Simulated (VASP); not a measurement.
# CdO (Fm-3m) in VASP: band structure with HSE06

Aim: the band structure of CdO with HSE06.

Program: VASP 6.6.1. These are calculated values, not measurements. Logs are shortened: lines on timing, memory, paths and dates and some standing lists are left out, and cuts for length are marked.

**1. The crystal as given**

It takes space group Fm-3m (No. 225, cubic). The conventional cell has a = 4.690 Å, b = 4.690 Å, c = 4.690 Å, α = 90.00°, β = 90.00°, γ = 90.00°. Cd (site symmetry m-3m) is surrounded by 6 O at 2.35 Å. O (site symmetry m-3m) is surrounded by 6 Cd at 2.35 Å.

**2. Band structure, HSE06**

Contents of POSCAR:

```
CdO
1.0
    0.0000000000      2.3452000000      2.3452000000
    2.3452000000      0.0000000000      2.3452000000
    2.3452000000      2.3452000000      0.0000000000
Cd O
1 1
Direct
    0.0000000000      0.0000000000      0.0000000000
    0.5000000000      0.5000000000      0.5000000000
```

Contents of INCAR.step1:

```
SYSTEM = CdO
  PREC = Accurate
  ENCUT = 520
  EDIFF = 1E-5
  ISMEAR = 0
  SIGMA = 0.1
  LREAL = .FALSE.
  LASPH = .TRUE.
  NELM = 100
  ALGO = Normal
  ISIF = 2
  LWAVE = .TRUE.
  LCHARG = .FALSE.
  GGA = PE
```

Contents of INCAR.step2:

```
SYSTEM = CdO
  PREC = Accurate
  ENCUT = 520
  EDIFF = 1E-6
  ISMEAR = 0
  SIGMA = 0.1
  LREAL = .FALSE.
  LASPH = .TRUE.
  NELM = 100
  ALGO = Normal
  ISIF = 2
  LWAVE = .FALSE.
  LCHARG = .FALSE.
  GGA = PE
  LHFCALC = .TRUE.
  HFSCREEN = 0.2
  PRECFOCK = Fast
  ISTART = 1
```

Contents of KPOINTS:

```
regular mesh
0
G
  7 7 7
  0 0 0
```

Contents of KPOINTS_OPT:

```
path GXWKGLUWLK,UX
10
line-mode
reciprocal
 0.0000000000  0.0000000000  0.0000000000  G
 0.5000000000  0.0000000000  0.5000000000  X

 0.5000000000  0.0000000000  0.5000000000  X
 0.5000000000  0.2500000000  0.7500000000  W

 0.5000000000  0.2500000000  0.7500000000  W
 0.3750000000  0.3750000000  0.7500000000  K

 0.3750000000  0.3750000000  0.7500000000  K
 0.0000000000  0.0000000000  0.0000000000  G

 0.0000000000  0.0000000000  0.0000000000  G
 0.5000000000  0.5000000000  0.5000000000  L

 0.5000000000  0.5000000000  0.5000000000  L
 0.6250000000  0.2500000000  0.6250000000  U

 0.6250000000  0.2500000000  0.6250000000  U
 0.5000000000  0.2500000000  0.7500000000  W

 0.5000000000  0.2500000000  0.7500000000  W
 0.5000000000  0.5000000000  0.5000000000  L

 0.5000000000  0.5000000000  0.5000000000  L
 0.3750000000  0.3750000000  0.7500000000  K

 0.6250000000  0.2500000000  0.6250000000  U
 0.5000000000  0.0000000000  0.5000000000  X
```

Potentials or basis: VASP PAW PBE potentials, release 64 (Cd, O).

Launch:

```console
cat potpaw_PBE.64/Cd/POTCAR potpaw_PBE.64/O/POTCAR > POTCAR
cp INCAR.step1 INCAR
mpirun -np 1 vasp_std > vasp.out
cp INCAR.step2 INCAR
mpirun -np 1 vasp_std > vasp.out
```

OUTCAR:

```text
SYSTEM = CdO
   PREC = Accurate
   ENCUT = 520
   EDIFF = 1E-6
   ISMEAR = 0
   LREAL = .FALSE.
   LASPH = .TRUE.
   NELM = 100
   ISIF = 2
   GGA = PE
   LHFCALC = .TRUE.
   HFSCREEN = 0.2
   PRECFOCK = Fast
   ISTART = 1

 ion  position               nearest neighbor table
   1  0.000  0.000  0.000-   2 2.35   2 2.35   2 2.35   2 2.35   2 2.35   2 2.35
   2  0.500  0.500  0.500-   1 2.35   1 2.35   1 2.35   1 2.35   1 2.35   1 2.35

  LATTYP: Found a face centered cubic cell.
 ALAT       =     4.6904000000

  Lattice vectors:

 A1 = (   0.0000000000,   2.3452000000,   2.3452000000)
 A2 = (   2.3452000000,   0.0000000000,   2.3452000000)
 A3 = (   2.3452000000,   2.3452000000,   0.0000000000)

Analysis of symmetry for initial positions (statically):
=====================================================================
 Subroutine PRICEL returns:
 Original cell was already a primitive cell.

 Routine SETGRP: Setting up the symmetry group for a
 face centered cubic supercell.

 Subroutine GETGRP returns: Found 48 space group operations
 (whereof 48 operations were pure point group operations)
 out of a pool of 48 trial point group operations.

The static configuration has the point symmetry O_h .

Analysis of symmetry for dynamics (positions and initial velocities):
=====================================================================
 Subroutine PRICEL returns:
 Original cell was already a primitive cell.

 Routine SETGRP: Setting up the symmetry group for a
 face centered cubic supercell.

 Subroutine GETGRP returns: Found 48 space group operations
 (whereof 48 operations were pure point group operations)
 out of a pool of 48 trial point group operations.

The dynamic configuration has the point symmetry O_h .

 Subroutine INISYM returns: Found 48 space group operations
 (whereof 48 operations are pure point group operations),
 and found     1 'primitive' translations

----------------------------------------------------------------------------------------

                                     Primitive cell

  volume of cell :      25.7970

  direct lattice vectors                    reciprocal lattice vectors
     0.000000000  2.345200000  2.345200000    -0.213201433  0.213201433  0.213201433
     2.345200000  0.000000000  2.345200000     0.213201433 -0.213201433  0.213201433
     2.345200000  2.345200000  0.000000000     0.213201433  0.213201433 -0.213201433

[... 96 lines left out ...]
   IMIX   =      1    mixing-type and parameters
     AMIX     =   0.40;   BMIX     =  1.00
     AMIX_MAG =   1.60;   BMIX_MAG =  1.00
  volume/ion in A,a.u.               =      12.90        87.04
  Fermi-wavevector in a.u.,A,eV,Ry     =   1.452031  2.743940 28.686428  2.108393
  Thomas-Fermi vector in A             =   2.569460
   LORBIT       =      0    0 simple, 1 ext, 2 COOP (PROOUT), +10 PAW based schemes
   GGA     = PE    functional components
   LHFCALC =     T    Hartree Fock is set to
   PRECFOCK=fast      Normal, Fast or Accurate (Low or Medium for compatibility)
   ENCUT4O =  -1.0   cutoff for four orbital integrals eV
   NKREDX  =     1    reduce k-point grid by
   NKREDY  =     1    reduce k-point grid by
   NKREDZ  =     1    reduce k-point grid by
   AEXX    =    0.2500 exact exchange contribution
   HFSCREEN=    0.2000 screening length (either q_TF or 0.3 A-1)
   HFSCREENC=   0.2000 screening length for correlation (either q_TF or 0.3 A-1)
   ENCUTFOCK=  -1.0 apply spherical cutoff to Coloumb kernel
   IVDW    =     0    specifies the selected vdW correction
   LEPSILON=     F    determine dielectric tensor
   LRPA    =     F    only Hartree local field effects (RPA)
 non-spin polarized calculation
 Gauss-broadening in eV      SIGMA  =   0.10
  energy-cutoff  :      520.00
  volume of cell :       25.80
 maximum number of plane-waves:       725
 NGX is ok and might be reduce to    28
  NGX = 14; NGY = 14; NGZ = 14

 number of electron      18.0000003 magnetization

 Free energy of the ion-electron system (eV)
  ---------------------------------------------------
  ext. energy  EPLUGINS =         0.00000000
  ---------------------------------------------------
  free energy    TOTEN  =       -10.01549338 eV

  energy without entropy =      -10.01549338  energy(sigma->0) =      -10.01549338

 E-fermi :   1.5174     XC(G=0):  -9.5687

 val. band max:        0.9732192674   @ k =   0.4286   0.0000   0.0000
 cond. band min:       1.9528160822   @ k =   0.0000   0.0000   0.0000
 fundamental gap:      0.9795968148
 Fermi energy:         1.5174484227

 k-point     1 :       0.0000    0.0000    0.0000
  band No.  band energies     occupation
      1     -17.9670      2.00000
      2      -6.4755      2.00000
      3      -6.4755      2.00000
      4      -6.4755      2.00000
      5      -6.2148      2.00000
      6      -6.2148      2.00000
      7      -0.3344      2.00000
      8      -0.3344      2.00000
      9      -0.3344      2.00000
     10       1.9528      0.00000
     11      17.6373      0.00000
     12      19.8829      0.00000
     13      19.8829      0.00000
[... 290 lines left out ...]
  band No.  band energies     occupation
      1     -17.1779      2.00000
      2      -6.8184      2.00000
      3      -6.6306      2.00000
      4      -6.4772      2.00000
      5      -5.8182      2.00000
      6      -5.6920      2.00000
      7      -2.3108      2.00000
      8      -2.1422      2.00000
      9      -0.4965      2.00000
     10       8.9763      0.00000
     11      11.2389      0.00000
     12      11.6984      0.00000
     13      14.6247      0.00000

------------------------ aborting loop because EDIFF is reached ----------------------------------------

  FORCE on cell =-STRESS in cart. coord.  units (eV):
  Direction    XX          YY          ZZ          XY          YZ          ZX
  --------------------------------------------------------------------------------------
  -------------------------------------------------------------------------------------
  Total        0.5004933      0.5004933      0.5004933      0.0000000      0.0000000     -0.0000000
  in kB       31.0841628     31.0841628     31.0841628      0.0000000      0.0000000     -0.0000000
  external PRESSURE =      31.0841628 kB  Pullay stress =       0.0000000 kB

 VOLUME and BASIS-vectors are now :
 -----------------------------------------------------------------------------
  energy-cutoff  :      520.00
  volume of cell :       25.80
      direct lattice vectors                 reciprocal lattice vectors
     0.000000000  2.345200000  2.345200000    -0.213201433  0.213201433  0.213201433
     2.345200000  0.000000000  2.345200000     0.213201433 -0.213201433  0.213201433
     2.345200000  2.345200000  0.000000000     0.213201433  0.213201433 -0.213201433

 POSITION                                       TOTAL-FORCE (eV/Angst)
 -----------------------------------------------------------------------------------
      0.00000      0.00000      0.00000         0.000000      0.000000     -0.000000
      2.34520      2.34520      2.34520        -0.000000     -0.000000      0.000000
 -----------------------------------------------------------------------------------
    total drift:                               -0.000000      0.000000     -0.000000

  FREE ENERGIE OF THE ION-ELECTRON SYSTEM (eV)
  ---------------------------------------------------
  free  energy   TOTEN  =       -10.0154933832 eV

  energy  without entropy=      -10.0154933832  energy(sigma->0) =      -10.01549338
```

OUTCAR.step1:

```text
SYSTEM = CdO
   PREC = Accurate
   ENCUT = 520
   EDIFF = 1E-5
   ISMEAR = 0
   LREAL = .FALSE.
   LASPH = .TRUE.
[... 536 lines left out ...]
      0.00000      0.00000      0.00000        -0.000000     -0.000000     -0.000000
      2.34520      2.34520      2.34520         0.000000      0.000000      0.000000
 -----------------------------------------------------------------------------------
    total drift:                                0.000000      0.000000      0.000000

  FREE ENERGIE OF THE ION-ELECTRON SYSTEM (eV)
  ---------------------------------------------------
  free  energy   TOTEN  =        -7.6899402703 eV

  energy  without entropy=       -7.6889798070  energy(sigma->0) =       -7.68946004
```

Wall time 28 min (1 thread of Intel Xeon 6975P-C (Granite Rapids), shared host); peak memory 0.31 GiB.

Results:

- Free energy: -10.0155 eV
- Pressure: 3.1 GPa
- Band gap on the k mesh: 0.98 eV, indirect (least direct gap 2.29 eV)
- Band gap along the path: 0.91 eV, indirect (least direct gap 2.29 eV)

Levels at the corners of the path, in eV from the valence-band top:
| point | band 7 | band 8 | band 9 | band 10 | band 11 | band 12 |
| --- | --- | --- | --- | --- | --- | --- |
| Γ | -1.37 | -1.37 | -1.37 | 0.91 | 16.60 | 18.84 |
| X | -4.64 | -2.47 | -2.47 | 5.67 | 10.51 | 12.74 |
| X | -4.64 | -2.47 | -2.47 | 5.67 | 10.51 | 12.74 |
| W | -3.24 | -3.24 | -1.94 | 7.93 | 10.77 | 10.77 |
| W | -3.24 | -3.24 | -1.94 | 7.93 | 10.77 | 10.77 |
| K | -3.68 | -3.06 | -1.36 | 7.29 | 10.37 | 10.54 |
| K | -3.68 | -3.06 | -1.36 | 7.29 | 10.37 | 10.54 |
| Γ | -1.37 | -1.37 | -1.37 | 0.91 | 16.60 | 18.84 |
| Γ | -1.37 | -1.37 | -1.37 | 0.91 | 16.60 | 18.84 |
| L | -4.14 | 0.00 | 0.00 | 5.92 | 9.41 | 13.82 |
| L | -4.14 | 0.00 | 0.00 | 5.92 | 9.41 | 13.82 |
| U | -3.68 | -3.06 | -1.36 | 7.29 | 10.37 | 10.54 |
| U | -3.68 | -3.06 | -1.36 | 7.29 | 10.37 | 10.54 |
| W | -3.24 | -3.24 | -1.94 | 7.93 | 10.77 | 10.77 |
| W | -3.24 | -3.24 | -1.94 | 7.93 | 10.77 | 10.77 |
| L | -4.14 | 0.00 | 0.00 | 5.92 | 9.41 | 13.82 |
| L | -4.14 | 0.00 | 0.00 | 5.92 | 9.41 | 13.82 |
| K | -3.68 | -3.06 | -1.36 | 7.29 | 10.37 | 10.54 |
| U | -3.68 | -3.06 | -1.36 | 7.29 | 10.37 | 10.54 |
| X | -4.64 | -2.47 | -2.47 | 5.67 | 10.51 | 12.74 |

Caveat: the PAW data sets were made with another functional, which shifts forces and pressure a little.
